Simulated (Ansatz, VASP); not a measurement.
**Two plane-wave programs on TaN**

```
Ta N
1.0
     0.00000    2.12453    2.28795
     2.12453    0.00000    2.28795
     2.12453    2.12453    0.00000
Ta N
1 1
Cartesian
  2.1245 2.1245 2.2879
  0.0000 0.0000 0.0000
```

Change from the starting cell: strain -0.025 along x and y, +0.050 along z, atoms carried along.

Alike in both runs: task single point; functional PBEsol; k mesh 18 × 18 × 18; occupations gaussian, width 0.15 eV; no spin polarisation.

|  | VASP | Ansatz |
| --- | --- | --- |
| version | VASP 6.6.1 | Ansatz 0.2.0 |
| potentials or method | VASP PAW PBE potentials, release 64 (Ta_pv, N) | scalar-relativistic, plane waves, PAW |
| plane-wave cutoff (eV) | 520 | 420 |
| valence electrons in the cell | 16 | 18 |

```tsv
	VASP	Ansatz	Ansatz less VASP
gap on the k mesh at the Fermi level (eV)	none	none	-
pressure (GPa)	11.3	10.2	-1.10
largest component of the traceless stress (GPa)	25.41	25.18	-0.237
```

A gap of «none» marks a metal or a gap that the smearing closes. The two sets of potentials don't hold the same shells in valence.

Caveats: the PAW data sets were made with another functional, which shifts forces and pressure a little (VASP). Spin-orbit coupling is left out, which matters for the levels of Ta.
